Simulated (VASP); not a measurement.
Runs of VASP 6.6.1 on TePt. Symmetry: F-43m, No. 216, cubic system. The conventional cell has a = 6.490 Å, b = 6.490 Å, c = 6.490 Å, α = 90.00°, β = 90.00°, γ = 90.00°. Pt (site symmetry -43m) is surrounded by 4 Te at 2.81 Å. Around Te (site symmetry -43m) lie 4 Pt at 2.81 Å. Measurements of this composition are mostly on another form, of space group No. 166.

| spin | U | fixed moment (μB) | further INCAR settings | gap on the mesh (eV) | pressure (GPa) | moment (μB) |
| --- | --- | --- | --- | --- | --- | --- |
| collinear, ferromagnetic start | Pt d U = 7 eV | - | ALGO = Normal; EDIFF = 1e-06 | none | -14.3 | 0.05 |
| collinear, random start | Pt d U = 6 eV | - | ALGO = Normal; EDIFF = 1e-07 | none | (b) | 0.04 |
| collinear, ferromagnetic start | Pt d U = 7 eV | 1 | ALGO = Fast; EDIFF = 1e-07 | - | -13.6 | 1.00 |
| collinear, ferromagnetic start | Pt d U = 7 eV | - | ALGO = Fast; EDIFF = 1e-06; NBANDS = 19 | none | -14.3 | 0.06 |
| non-collinear, random start, SOC | Pt d U = 7 eV | - | ALGO = Fast; EDIFF = 1e-06; NBANDS = 28 | - | (a) | 0.04 |

Alike in all rows: task single point; level PBEsol+U; potentials or basis VASP PAW PBE potentials, release 64 (Pt, Te); cell as given; k mesh 5 × 5 × 5; cutoff (eV) 520; smearing gaussian 0.05 eV.

Q: Estimate the missing entries.

A: (a) -14.1; (b) -14.0.

Caveats: the PAW data sets were made with another functional, which shifts forces and pressure a little; the U is typed as a test and isn't derived for this compound; the total moment is fixed, so each spin has its own Fermi level (some runs).

A k mesh can miss the band edges, and rows without SOC leave out spin-orbit coupling on Pt, Te.

A gap of «none» marks a metal or a gap under the smearing width.
